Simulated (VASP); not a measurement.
VASP 6.6.1, PBE single-point calculation, MgTe (strained zincblende)

INCAR

```
NSW = 0
IBRION = -1
ISIF = 2
LWAVE = .FALSE.
ENCUT = 520
LREAL = .FALSE.
NBANDS = 11
ISMEAR = -1
LCHARG = .FALSE.
LASPH = .TRUE.
GGA = PE
PREC = Accurate
SIGMA = 0.02
EDIFF = 1E-7
NELM = 120
```

KPOINTS

```
KPOINTS created by Atomic Simulation Environment
0
Gamma
8 8 8
0 0 0
```

KPOINTS_OPT

```
special points
6
Reciprocal
0.0000000000 0.0000000000 0.0000000000 1
-0.5000000000 -0.5000000000 0.0000000000 1
-0.3750000000 -0.3750000000 0.2500000000 1
-0.3750000000 0.0000000000 0.3750000000 1
0.0000000000 0.0000000000 0.5000000000 1
-0.5000000000 -0.2500000000 0.2500000000 1
```

POSCAR

```
Mg Te
 1.0000000000000000
     0.0000000000000000    3.3103829093999999    3.3103829093999999
     3.3103829093999999    0.0000000000000000    3.3103829093999999
     3.3103829093999999    3.3103829093999999    0.0000000000000000
 Mg  Te
   1   1
Cartesian
  0.0000000000000000  0.0000000000000000  0.0000000000000000
  1.6551914547000000  1.6551914547000000  1.6551914547000000
```

VASP ran with the recommended PBE PAW datasets (8 valence electrons in the cell).

Command

```
mpirun -np 1 vasp_std
```

From OUTCAR

```
k-points           NKPTS =     29   k-points in BZ     NKDIM =     29   number of bands    NBANDS=     11

   NELECT =       8.0000    total number of electrons

   dimension x,y,z NGX =    36 NGY =   36 NGZ =   36
   dimension x,y,z NGXF=    72 NGYF=   72 NGZF=   72

  energy-cutoff  :      520.00
  volume of cell :       72.55
      direct lattice vectors                 reciprocal lattice vectors
     0.000000000  3.310382909  3.310382909    -0.151039929  0.151039929  0.151039929
     3.310382909  0.000000000  3.310382909     0.151039929 -0.151039929  0.151039929
     3.310382909  3.310382909  0.000000000     0.151039929  0.151039929 -0.151039929

 k-points in reciprocal lattice and weights: KPOINTS created by Atomic Simulation Env
   0.00000000  0.00000000  0.00000000       0.002
   0.12500000  0.00000000  0.00000000       0.016
   0.25000000  0.00000000  0.00000000       0.016
   0.37500000  0.00000000  0.00000000       0.016
   0.50000000  0.00000000  0.00000000       0.008
   0.12500000  0.12500000  0.00000000       0.012
   0.25000000  0.12500000  0.00000000       0.047
   0.37500000  0.12500000  0.00000000       0.047
   ...

 E-fermi :   1.8074

 k-point     1 :       0.0000    0.0000    0.0000
  band No.  band energies     occupation
      1      -8.5679      2.00000
      2       1.3799      2.00000
      3       1.3799      2.00000
      4       1.3799      2.00000
      5       3.4800      0.00000
      6       6.7244      0.00000
      7       6.7244      0.00000
      8       6.7244      0.00000
      9       9.8143      0.00000
     10       9.8253      0.00000
     11       9.8253      0.00000

 k-point     2 :       0.1250    0.0000    0.0000
  band No.  band energies     occupation
      1      -8.5042      2.00000
      2       0.6436      2.00000
      3       1.3157      2.00000
      4       1.3157      2.00000
      5       4.1178      0.00000
      6       6.6457      0.00000
      7       6.8804      0.00000
      8       6.8804      0.00000
      9       9.3877      0.00000
     10       9.3877      0.00000
     11      10.3614      0.00000

 k-point     3 :       0.2500    0.0000    0.0000
  band No.  band energies     occupation
      1      -8.3397      2.00000
      2      -0.4592      2.00000
      3       1.1739      2.00000
      4       1.1739      2.00000
      5       4.5741      0.00000
      6       7.0515      0.00000
      7       7.0515      0.00000
      8       7.2034      0.00000
      9       9.3087      0.00000
     10       9.3087      0.00000
     11      10.0984      0.00000

 k-point     4 :       0.3750    0.0000    0.0000
  band No.  band energies     occupation
      1      -8.1571      2.00000
      2      -1.2779      2.00000
      3       1.0470      2.00000
      4       1.0470      2.00000
      5       4.4835      0.00000
      6       6.9323      0.00000
      7       6.9323      0.00000
      8       8.2653      0.00000
      9      10.0063      0.00000
     10      10.2340      0.00000
     11      10.2340      0.00000

 k-point     5 :       0.5000    0.0000    0.0000
  band No.  band energies     occupation
      1      -8.0749      2.00000
      2      -1.5805      2.00000
      3       0.9980      2.00000
      4       0.9980      2.00000
      5       4.4087      0.00000
      6       6.8415      0.00000
      7       6.8415      0.00000
      8       8.5643      0.00000
      9      10.6741      0.00000
     10      11.7643      0.00000
     11      11.7666      0.00000

 k-point     6 :       0.1250    0.1250    0.0000
  band No.  band energies     occupation
      1      -8.4829      2.00000
      2       0.6279      2.00000
      3       1.1799      2.00000
      4       1.1799      2.00000
      5       4.3865      0.00000
      6       6.2047      0.00000
      7       7.1457      0.00000
      8       7.1457      0.00000
      9       8.6103      0.00000
     10      10.0185      0.00000
     11      10.6655      0.00000

 k-point     7 :       0.2500    0.1250    0.0000
  band No.  band energies     occupation
      1      -8.3515      2.00000
      2      -0.2027      2.00000
      3       0.9994      2.00000
      4       1.0251      2.00000
      5       4.9858      0.00000
      6       6.0960      0.00000
      7       7.3197      0.00000
      8       7.4959      0.00000
      9       8.5169      0.00000
     10      10.0471      0.00000
     11      11.0770      0.00000

 k-point     8 :       0.3750    0.1250    0.0000
  band No.  band energies     occupation
      1      -8.1723      2.00000
      2      -1.0266      2.00000
      3       0.7971      2.00000
      4       0.8807      2.00000
      5       4.9946      0.00000
      6       6.5167      0.00000
      7       7.4497      0.00000
      8       7.4522      0.00000
      9       9.5910      0.00000
     10      10.7562      0.00000
     11      10.7583      0.00000

 k-point     9 :       0.5000    0.1250    0.0000
  band No.  band energies     occupation
      1      -8.0524      2.00000
      2      -1.4656      2.00000
      3       0.5970      2.00000
      4       0.8770      2.00000
      5       4.9121      0.00000
      6       6.4893      0.00000
      7       7.2291      0.00000
      8       8.4797      0.00000
      9      10.1320      0.00000
     10      11.3170      0.00000
     11      11.5838      0.00000

 k-point    10 :      -0.3750    0.1250    0.0000
  band No.  band energies     occupation
      1      -8.0800      2.00000
      2      -1.3676      2.00000
      3       0.5274      2.00000
      4       0.9877      2.00000
      5       4.9639      0.00000
      6       6.6004      0.00000
      7       7.1389      0.00000
      8       8.3899      0.00000
      9       9.9103      0.00000
     10      10.4949      0.00000
     11      11.4331      0.00000

 k-point    11 :      -0.2500    0.1250    0.0000
  band No.  band energies     occupation
      1      -8.2334      2.00000
      2      -0.7785      2.00000
      3       0.6370      2.00000
      4       1.1632      2.00000
      5       5.0748      0.00000
      6       6.7719      0.00000
      7       7.1593      0.00000
      8       7.3697      0.00000
      9       8.8073      0.00000
     10      10.3424      0.00000
     11      11.0945      0.00000

 k-point    12 :      -0.1250    0.1250    0.0000
  band No.  band energies     occupation
      1      -8.4064      2.00000
      2       0.0418      2.00000
      3       0.9483      2.00000
      4       1.3068      2.00000
      5       4.7455      0.00000
      6       6.4534      0.00000
      7       6.9872      0.00000
      8       7.2885      0.00000
      9       8.7101      0.00000
     10       9.5778      0.00000
     11      11.1185      0.00000

 k-point    13 :       0.2500    0.2500    0.0000
  band No.  band energies     occupation
      1      -8.2631      2.00000
      2      -0.4178      2.00000
      3       0.7731      2.00000
      4       0.7731      2.00000
      5       5.2908      0.00000
      6       5.3688      0.00000
      7       7.9682      0.00000
      8       8.1965      0.00000
      9       8.1965      0.00000
     10      10.5973      0.00000
     11      12.3982      0.00000

 k-point    14 :       0.3750    0.2500    0.0000
  band No.  band energies     occupation
      1      -8.1168      2.00000
      2      -0.9248      2.00000
      3       0.4728      2.00000
      4       0.6253      2.00000
      5       5.0948      0.00000
      6       5.6153      0.00000
      7       7.7106      0.00000
      8       8.4909      0.00000
      9       9.6464      0.00000
     10      11.2412      0.00000
     11      12.3186      0.00000

 k-point    15 :       0.5000    0.2500    0.0000
  band No.  band energies     occupation
      1      -7.9956      2.00000
      2      -1.2547      2.00000
      3       0.0507      2.00000
      4       0.6189      2.00000
      5       5.0432      0.00000
      6       6.4471      0.00000
      7       7.6634      0.00000
      8       8.2658      0.00000
      9      10.3481      0.00000
     10      11.5960      0.00000
     11      12.4118      0.00000

 k-point    16 :      -0.3750    0.2500    0.0000
  band No.  band energies     occupation
      1      -7.9818      2.00000
      2      -1.2505      2.00000
      3      -0.2024      2.00000
      4       0.7555      2.00000
      5       5.2291      0.00000
      6       6.8674      0.00000
      7       7.9883      0.00000
      8       8.1849      0.00000
      9       9.4928      0.00000
     10       9.8932      0.00000
     11      12.3943      0.00000

 ...

  Total       -0.7168438     -0.7168438     -0.7168438     -0.0000000      0.0000000     -0.0000000
  in kB      -15.8296176    -15.8296176    -15.8296176     -0.0000000      0.0000000     -0.0000000
  external PRESSURE =     -15.8296176 kB  Pullay stress =       0.0000000 kB

 POSITION                                       TOTAL-FORCE (eV/Angst)
 -----------------------------------------------------------------------------------
      0.00000      0.00000      0.00000        -0.000000     -0.000000     -0.000000
      1.65519      1.65519      1.65519         0.000000      0.000000      0.000000
 -----------------------------------------------------------------------------------
    total drift:                                0.000000      0.000000      0.000000

  FREE ENERGIE OF THE ION-ELECTRON SYSTEM (eV)
  ---------------------------------------------------
  free  energy   TOTEN  =        -6.3851054138 eV

  energy  without entropy=       -6.3851054138  energy(sigma->0) =       -6.38510541
```

```
gap between bands v and c : 2.10 eV
least direct gap          : 2.10 eV
pressure                  : -1.6 GPa
```

Band v is the last that the valence electrons fill when counted band by band, and c is the next.

The run took about 11 s on one core of a shared host (Intel Xeon 6975P-C) and held 0.22 GiB at most.
